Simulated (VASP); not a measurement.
# Sr (I4_1/amd) in VASP: notebook

Runs on Sr. Level: PBE. Tasks: single point.

Everything below comes from runs of VASP 6.6.1. Logs are shortened: lines on timing, memory, paths and dates and some standing lists are left out, and cuts for length are marked.

## (1) Starting point

Symmetry: I4_1/amd, No. 141, tetragonal system. Conventional cell: a = 7.548 Å, b = 7.548 Å, c = 4.118 Å, α = 90.00°, β = 90.00°, γ = 90.00°. Around Sr (site symmetry -4m2) lie 6 Sr at 3.91 to 4.12 Å.

The cell was built by a generator and needn't be a form met in nature.

## (2) Single point, PBE

Input file INCAR:

```
SYSTEM = Sr
ALGO = Normal
EDIFF = 1E-6
ENCUT = 520
GGA = PE
ISIF = 2
ISMEAR = 0
LASPH = .TRUE.
LCHARG = .FALSE.
LREAL = .FALSE.
LWAVE = .FALSE.
NBANDS = 17
NELM = 80
PREC = Accurate
SIGMA = 0.1
```

Input file KPOINTS:

```
k-points
0
G
  6 6 6
  0 0 0
```

Input file POSCAR:

```
Sr
1.0
   -3.7740510148      3.7740510148      2.0588144955
    3.7740510148     -3.7740510148      2.0588144955
    3.7740510148      3.7740510148     -2.0588144955
Sr
2
Direct
    0.0000000000      0.0000000000      0.0000000000
    0.7500000000      0.2500000000      0.5000000000
```

Potentials or basis: VASP PAW PBE potentials, release 64 (Sr_sv).

Started as:

```
> cat potpaw_PBE.64/Sr_sv/POTCAR > POTCAR
> mpirun -np 1 vasp_std > vasp.out
```

OUTCAR:

```text
SYSTEM = Sr
   EDIFF = 1E-6
   ENCUT = 520
   GGA = PE
   ISIF = 2
   ISMEAR = 0
   LASPH = .TRUE.
   LREAL = .FALSE.
   NELM = 80
   PREC = Accurate

 ion  position               nearest neighbor table
   1  0.000  0.000  0.000-   2 3.91   2 3.91   2 3.91   2 3.91   2 4.88   2 4.88   2 4.88   2 4.88

   2  0.750  0.250  0.500-   1 3.91   1 3.91   1 3.91   1 3.91   1 4.88   1 4.88   1 4.88   1 4.88

  LATTYP: Found a body centered tetragonal cell.
 ALAT       =     7.5481020296
 C/A-ratio  =     0.5455184595

  Lattice vectors:

 A1 = (  -3.7740510148,   3.7740510148,   2.0588144955)
 A2 = (   3.7740510148,  -3.7740510148,   2.0588144955)
 A3 = (   3.7740510148,   3.7740510148,  -2.0588144955)

Analysis of symmetry for initial positions (statically):
=====================================================================
 Subroutine PRICEL returns:
 Original cell was already a primitive cell.

 Routine SETGRP: Setting up the symmetry group for a
 body centered tetragonal supercell.

 Subroutine GETGRP returns: Found 16 space group operations
 (whereof  8 operations were pure point group operations)
 out of a pool of 16 trial point group operations.

The static configuration has the point symmetry D_2d.
 The point group associated with its full space group is D_4h.

Analysis of symmetry for dynamics (positions and initial velocities):
=====================================================================
 Subroutine PRICEL returns:
 Original cell was already a primitive cell.

 Routine SETGRP: Setting up the symmetry group for a
 body centered tetragonal supercell.

 Subroutine GETGRP returns: Found 16 space group operations
 (whereof  8 operations were pure point group operations)
 out of a pool of 16 trial point group operations.

The dynamic configuration has the point symmetry D_2d.
 The point group associated with its full space group is D_4h.

 Subroutine INISYM returns: Found 16 space group operations
 (whereof  8 operations are pure point group operations),
 and found     1 'primitive' translations

----------------------------------------------------------------------------------------

                                     Primitive cell

  volume of cell :     117.2986

  direct lattice vectors                    reciprocal lattice vectors
    -3.774051015  3.774051015  2.058814496     0.000000000  0.132483636  0.242858208
     3.774051015 -3.774051015  2.058814496     0.132483636  0.000000000  0.242858208
     3.774051015  3.774051015 -2.058814496     0.132483636  0.132483636  0.000000000

  length of vectors
     5.720632767  5.720632767  5.720632767     0.276644218  0.276644218  0.187360154

  position of ions in fractional coordinates (direct lattice)
     0.000000000  0.000000000  0.000000000
     0.750000000  0.250000000  0.500000000

  ion indices of the primitive-cell ions
   primitive index   ion index
                 1           1
                 2           2

----------------------------------------------------------------------------------------

 KPOINTS: k-points

Automatic generation of k-mesh.
 Grid dimensions read from file:
 generate k-points for:    6    6    6

 Generating k-lattice:

  Cartesian coordinates                     Fractional coordinates (reciprocal lattice)
     0.000000000  0.022080606  0.040476368     0.166666667  0.000000000  0.000000000
     0.022080606  0.000000000  0.040476368     0.000000000  0.166666667  0.000000000
     0.022080606  0.022080606  0.000000000     0.000000000  0.000000000  0.166666667

  Length of vectors
     0.046107370  0.046107370  0.031226692

  Shift w.r.t. Gamma in fractional coordinates (k-lattice)
     0.000000000  0.000000000  0.000000000

 Subroutine IBZKPT returns following result:
 ===========================================

 Found     30 irreducible k-points:

 Following reciprocal coordinates:
            Coordinates               Weight
  0.000000  0.000000  0.000000      1.000000
  0.166667 -0.000000  0.000000      8.000000
  0.333333  0.000000 -0.000000      8.000000
  0.500000  0.000000  0.000000      4.000000
  0.166667  0.166667  0.000000      8.000000
  0.333333  0.166667  0.000000     16.000000
[... 16 lines left out ...]
 -0.333333 -0.333333  0.166667      8.000000
 -0.166667 -0.333333  0.166667      8.000000
 [... further k-points ...]
   k-points           NKPTS =     30   k-points in BZ     NKDIM =     30   number of bands    NBANDS=     17
   number of dos      NEDOS =    301   number of ions     NIONS =      2
   total plane-waves  NPLWV = 110592
   dimension x,y,z NGX =    48 NGY =   48 NGZ =   48
   dimension x,y,z NGXF=    96 NGYF=   96 NGZF=   96
   ions per type =               2
   NGX,Y,Z   is equivalent  to a cutoff of  13.95, 13.95, 13.95 a.u.
   NGXF,Y,Z  is equivalent  to a cutoff of  27.90, 27.90, 27.90 a.u.
 SYSTEM =  Sr
   PREC   = accura    normal or accurate (medium, high low for compatibility)
   ISTART =      0    job   : 0-new  1-cont  2-samecut
   ICHARG =      2    charge: 1-file 2-atom 10-const
   ISPIN  =      1    spin polarized calculation?
   LNONCOLLINEAR =      F non collinear calculations
   LSORBIT =      F    spin-orbit coupling
   LASPH  =      T    aspherical Exc in radial PAW
   ENCUT  =  520.0 eV  38.22 Ry    6.18 a.u.  10.64 10.64 10.64*2*pi/ulx,y,z
   NELM   =     80;   NELMIN=  2; NELMDL= -5     # of ELM steps
   EDIFF  = 0.1E-05   stopping-criterion for ELM
   LREAL  =      F    real-space projection
   EDIFFG = 0.1E-04   stopping-criterion for IOM
   NSW    =      0    number of steps for IOM
   IBRION =     -1    ionic relax: 0-MD 1-quasi-New 2-CG
   NFREE  =      0    steps in history (QN), initial steepest desc. (CG)
   ISIF   =      2    stress and relaxation
   ISYM   =      2    0-nonsym 1-usesym 2-fastsym
   POTIM  = 0.5000    time-step for ionic-motion
   TEBEG  =    0.0;   TEEND  =   0.0 temperature during run
   PSTRESS=    0.0 pullay stress
   NELECT =      20.0000    total number of electrons
   NUPDOWN=      -1.0000    fix difference up-down
   EMIN   =  10.00;   EMAX   =-10.00  energy-range for DOS
   EFERMI =   0.00;   METHOD = LEGACY
   ISMEAR =     0;   SIGMA  =   0.10  broadening in eV -4-tet -1-fermi 0-gaus
   EFERMI_NEDOS =   21; number of points for ismear=-14 and -15
   IALGO  =     38    algorithm
   IMIX   =      4    mixing-type and parameters
     AMIX     =   0.40;   BMIX     =  1.00
     AMIX_MAG =   1.60;   BMIX_MAG =  1.00
  volume/ion in A,a.u.               =      58.65       395.78
  Fermi-wavevector in a.u.,A,eV,Ry     =   0.907794  1.715482 11.212421  0.824090
  Thomas-Fermi vector in A             =   2.031644
   LORBIT       =      0    0 simple, 1 ext, 2 COOP (PROOUT), +10 PAW based schemes
   GGA     = PE    functional components
   LHFCALC =     F    Hartree Fock is set to
   AEXX    =    0.0000 exact exchange contribution
   IVDW    =     0    specifies the selected vdW correction
   LEPSILON=     F    determine dielectric tensor
   LRPA    =     F    only Hartree local field effects (RPA)
 non-spin polarized calculation
 Gauss-broadening in eV      SIGMA  =   0.10
  energy-cutoff  :      520.00
  volume of cell :      117.30
 maximum number of plane-waves:      3174
 NGX is ok and might be reduce to    48

 number of electron      20.0000000 magnetization

 Free energy of the ion-electron system (eV)
  ---------------------------------------------------
  ext. energy  EPLUGINS =         0.00000000
  ---------------------------------------------------
  free energy    TOTEN  =        -2.75982156 eV

  energy without entropy =       -2.74098676  energy(sigma->0) =       -2.75040416

 E-fermi :   1.2405     XC(G=0):  -7.1517

 val. band max:        1.1786973354   @ k =  -0.1667   0.5000   0.1667
 cond. band min:       1.2588731195   @ k =  -0.1667   0.3333   0.1667
 fundamental gap:      0.0801757841
 Fermi energy:         1.2404611102

 k-point     1 :       0.0000    0.0000    0.0000
  band No.  band energies     occupation
      1     -35.5707      2.00000
      2     -35.5408      2.00000
      3     -17.6348      2.00000
      4     -17.6348      2.00000
      5     -17.4585      2.00000
      6     -17.4552      2.00000
[... 9 lines left out ...]
     16       4.6515      0.00000
     17       4.6531      0.00000

 k-point     2 :       0.1667   -0.0000    0.0000
  band No.  band energies     occupation
      1     -35.5672      2.00000
      2     -35.5405      2.00000
      3     -17.6318      2.00000
      4     -17.6177      2.00000
      5     -17.4975      2.00000
      6     -17.4913      2.00000
[... 9 lines left out ...]
     16       3.8799      0.00000
     17       4.0504      0.00000

 k-point     3 :       0.3333    0.0000   -0.0000
  band No.  band energies     occupation
      1     -35.5596      2.00000
      2     -35.5407      2.00000
      3     -17.6258      2.00000
      4     -17.6009      2.00000
      5     -17.5722      2.00000
      6     -17.5377      2.00000
[... 9 lines left out ...]
     16       3.6323      0.00000
     17       4.2473      0.00000

 k-point     4 :       0.5000    0.0000    0.0000
  band No.  band energies     occupation
      1     -35.5551      2.00000
      2     -35.5415      2.00000
      3     -17.6246      2.00000
      4     -17.6227      2.00000
      5     -17.6055      2.00000
      6     -17.5175      2.00000
[... 9 lines left out ...]
     16       3.7402      0.00000
     17       4.5570      0.00000
[... 343 lines left out ...]
      1     -35.5559      2.00000
      2     -35.5443      2.00000
      3     -17.6342      2.00000
      4     -17.6122      2.00000
      5     -17.5672      2.00000
      6     -17.5460      2.00000
[... 9 lines left out ...]
     16       3.8155      0.00000
     17       4.6259      0.00000

 k-point    23 :      -0.3333   -0.3333    0.1667
  band No.  band energies     occupation
      1     -35.5558      2.00000
      2     -35.5445      2.00000
      3     -17.6341      2.00000
      4     -17.6243      2.00000
      5     -17.5646      2.00000
      6     -17.5579      2.00000
[... 9 lines left out ...]
     16       3.7478      0.00000
     17       4.5427      0.00000

 k-point    24 :      -0.1667   -0.3333    0.1667
  band No.  band energies     occupation
      1     -35.5573      2.00000
      2     -35.5392      2.00000
      3     -17.6285      2.00000
      4     -17.6232      2.00000
      5     -17.5958      2.00000
      6     -17.5861      2.00000
[... 9 lines left out ...]
     16       3.4642      0.00000
     17       5.0005      0.00000

 [... further k-points ...]

------------------------ aborting loop because EDIFF is reached ----------------------------------------

  FORCE on cell =-STRESS in cart. coord.  units (eV):
  Direction    XX          YY          ZZ          XY          YZ          ZX
  --------------------------------------------------------------------------------------
  -------------------------------------------------------------------------------------
  Total       -0.2256883     -0.2256883     -0.4737873      0.0000000      0.0000000      0.0000000
  in kB       -3.0826693     -3.0826693     -6.4714443      0.0000000      0.0000000      0.0000000
  external PRESSURE =      -4.2122610 kB  Pullay stress =       0.0000000 kB

 VOLUME and BASIS-vectors are now :
 -----------------------------------------------------------------------------
  energy-cutoff  :      520.00
  volume of cell :      117.30
      direct lattice vectors                 reciprocal lattice vectors
    -3.774051015  3.774051015  2.058814496     0.000000000  0.132483636  0.242858208
     3.774051015 -3.774051015  2.058814496     0.132483636  0.000000000  0.242858208
     3.774051015  3.774051015 -2.058814496     0.132483636  0.132483636  0.000000000

 POSITION                                       TOTAL-FORCE (eV/Angst)
 -----------------------------------------------------------------------------------
      0.00000      0.00000      0.00000        -0.000000      0.000000     -0.000000
     -0.00000      3.77405      1.02941         0.000000     -0.000000      0.000000
 -----------------------------------------------------------------------------------
    total drift:                                0.000000     -0.000000      0.000000

  FREE ENERGIE OF THE ION-ELECTRON SYSTEM (eV)
  ---------------------------------------------------
  free  energy   TOTEN  =        -2.7598215626 eV

  energy  without entropy=       -2.7409867579  energy(sigma->0) =       -2.75040416
```

Run time: 41 s. Hardware: 1 thread of Intel Xeon 6975P-C (Granite Rapids), shared host; peak memory 0.32 GiB.

What came out:

- Free energy: -2.7598 eV
- Pressure: -0.4 GPa
- Band gap on the k mesh: none (metal or under the smearing width)

Stress tensor (GPa, compression positive):
```
-0.31  0.00  0.00
 0.00 -0.31  0.00
 0.00  0.00 -0.65
```

Levels at points of the mesh, in eV from the Fermi level:
| k point | band 7 | band 8 | band 9 | band 10 | band 11 | band 12 | band 13 | band 14 |
| --- | --- | --- | --- | --- | --- | --- | --- | --- |
| (0.00, 0.00, 0.00) | -18.68 | -18.68 | -3.39 | -0.26 | 0.65 | 1.09 | 1.68 | 2.49 |
| (0.50, 0.00, 0.00) | -18.74 | -18.66 | -0.83 | -0.11 | 0.03 | 1.00 | 1.25 | 1.72 |
| (0.50, 0.50, 0.00) | -18.68 | -18.68 | -1.85 | -1.85 | 1.07 | 1.07 | 1.53 | 1.53 |
| (0.50, 0.50, 0.50) | -18.65 | -18.65 | -1.14 | -1.14 | -0.11 | -0.11 | 1.62 | 1.62 |

## (3) Single point, PBE

This run uses another cell than the first one: it holds 3 atoms, not 2.

Input file INCAR:

```
ALGO     = Fast           # electronic algorithm
EDIFF    = 1E-6           # SCF threshold, eV
ENCUT    = 520            # plane-wave cutoff, eV
GGA      = PE             # functional
ISIF     = 2              # what is computed and relaxed
ISMEAR   = 0              # smearing method
LASPH    = T              # aspherical terms in the spheres
LCHARG   = F              # write CHGCAR
LREAL    = F              # projectors in reciprocal space
LWAVE    = F              # write WAVECAR
NBANDS   = 22             # bands
NELM     = 80             # most SCF steps
PREC     = Accurate       # precision mode
SIGMA    = 0.1            # smearing width, eV
```

Input file KPOINTS:

```
k-points
0
Gamma
  9 9 10
```

Input file POSCAR:

```
Sr
1.0
    6.8420169181      0.0000000000      0.0000000000
   -3.4210084591      5.9253604642      0.0000000000
    0.0000000000      0.0000000000      4.0891972238
Sr
3
Direct
    0.0000000000      0.0000000000      0.0000000000
    0.3333333333      0.6666666667      0.5000000000
    0.6666666667      0.3333333333      0.5000000000
```

Potentials or basis: VASP PAW PBE potentials, release 64 (Sr_sv).

Started as:

```
> cat potpaw_PBE.64/Sr_sv/POTCAR > POTCAR
> mpirun -np 1 vasp_std > vasp.out
```

OUTCAR:

```text
EDIFF = 1E-6
   ENCUT = 520
   GGA = PE
   ISIF = 2
   ISMEAR = 0
   LASPH = T
   LREAL = F
   NELM = 80
   PREC = Accurate

 ion  position               nearest neighbor table
   1  0.000  0.000  0.000-   2 4.45   3 4.45   2 4.45   3 4.45   3 4.45   3 4.45   2 4.45   2 4.45
                             3 4.45   3 4.45   2 4.45   2 4.45
   2  0.333  0.667  0.500-   3 3.95   3 3.95   3 3.95   1 4.45   1 4.45   1 4.45   1 4.45   1 4.45
                             1 4.45
   3  0.667  0.333  0.500-   2 3.95   2 3.95   2 3.95   1 4.45   1 4.45   1 4.45   1 4.45   1 4.45
[... 803 lines left out ...]
  Direction    XX          YY          ZZ          XY          YZ          ZX
  --------------------------------------------------------------------------------------
  -------------------------------------------------------------------------------------
  Total        0.0256597      0.0256597     -0.0141934     -0.0000000      0.0000000      0.0000000
  in kB        0.2479851      0.2479851     -0.1371699     -0.0000000      0.0000000      0.0000000
  external PRESSURE =       0.1196001 kB  Pullay stress =       0.0000000 kB

 VOLUME and BASIS-vectors are now :
 -----------------------------------------------------------------------------
  energy-cutoff  :      520.00
  volume of cell :      165.78
      direct lattice vectors                 reciprocal lattice vectors
     6.842016918  0.000000000  0.000000000     0.146155733  0.084383052  0.000000000
    -3.421008459  5.925360464  0.000000000     0.000000000  0.168766104  0.000000000
     0.000000000  0.000000000  4.089197224     0.000000000  0.000000000  0.244546777

 POSITION                                       TOTAL-FORCE (eV/Angst)
 -----------------------------------------------------------------------------------
      0.00000      0.00000      0.00000        -0.000000      0.000000      0.000000
     -0.00000      3.95024      2.04460        -0.000000     -0.000000     -0.000000
      3.42101      1.97512      2.04460         0.000000      0.000000      0.000000
 -----------------------------------------------------------------------------------
    total drift:                                0.000000      0.000000      0.000000

  FREE ENERGIE OF THE ION-ELECTRON SYSTEM (eV)
  ---------------------------------------------------
  free  energy   TOTEN  =        -4.7568471265 eV

  energy  without entropy=       -4.7247074318  energy(sigma->0) =       -4.74077728
```

OSZICAR:

```text
N       E                     dE             d eps       ncg     rms          rms(c)
DAV:   1     0.184040940811E+03    0.18404E+03   -0.13662E+04  3168   0.117E+03
DAV:   2     0.104416998858E+02   -0.17360E+03   -0.16912E+03  3700   0.262E+02
DAV:   3    -0.382310812704E+01   -0.14265E+02   -0.14024E+02  5444   0.548E+01
DAV:   4    -0.472677128353E+01   -0.90366E+00   -0.89934E+00  4582   0.118E+01
DAV:   5    -0.474698509238E+01   -0.20214E-01   -0.20208E-01  4562   0.201E+00    0.196E+01
RMM:   6    -0.475139815030E+01   -0.44131E-02   -0.24626E-02  3484   0.151E+00    0.112E+01
RMM:   7    -0.475555718659E+01   -0.41590E-02   -0.43875E-02  3586   0.213E+00    0.508E-01
RMM:   8    -0.475638268498E+01   -0.82550E-03   -0.12459E-02  4537   0.590E-01    0.115E-01
RMM:   9    -0.475668623155E+01   -0.30355E-03   -0.26234E-03  5137   0.176E-01    0.107E-01
RMM:  10    -0.475680369579E+01   -0.11746E-03   -0.94347E-04  4860   0.993E-02    0.125E-01
RMM:  11    -0.475683221230E+01   -0.28517E-04   -0.24452E-04  5242   0.462E-02    0.234E-02
RMM:  12    -0.475684009935E+01   -0.78871E-05   -0.91788E-05  5046   0.231E-02    0.133E-02
RMM:  13    -0.475684425280E+01   -0.41534E-05   -0.36971E-05  4496   0.159E-02    0.539E-03
RMM:  14    -0.475684632782E+01   -0.20750E-05   -0.17156E-05  3828   0.100E-02    0.155E-03
RMM:  15    -0.475684712648E+01   -0.79866E-06   -0.84895E-06  3234   0.647E-03
   1 F= -.47568471E+01 E0= -.47407773E+01  d E =-.321397E-01
```

stdout:

```text
POSCAR found type information on POSCAR Sr
 POSCAR found :  1 types and       3 ions
 scaLAPACK will be used
 LDA part: xc-table for (Slater+PW92), standard interpolation
 POSCAR, INCAR and KPOINTS ok, starting setup
 FFT: planning ... GRIDC
 FFT: planning ... GRID_SOFT
 FFT: planning ... GRID
 WAVECAR not read
 entering main loop
WARNING in EDDRMM: call to ZHEGV failed, returncode =   6  3     16
WARNING in EDDRMM: call to ZHEGV failed, returncode =   6  3     20
```

Wall time 3 min (1 thread of Intel Xeon 6975P-C (Granite Rapids), shared host); peak memory 0.4 GiB.

What came out:

```yaml
Free_energy: -4.7568 eV
Pressure: 0.0 GPa
Band_gap_on_the_k_mesh: none (metal or under the smearing width)
```

Levels at points of the mesh, in eV from the Fermi level:
```tsv
k point	band 11	band 12	band 13	band 14	band 15	band 16	band 17	band 18	band 19	band 20
(0.00, 0.00, 0.00)	-18.56	-18.55	-3.66	-0.13	0.13	0.13	0.18	0.18	0.50	1.92
(0.00, 0.00, 0.50)	-18.58	-18.58	-1.43	-0.98	0.03	0.03	0.18	0.18	1.70	1.70
```
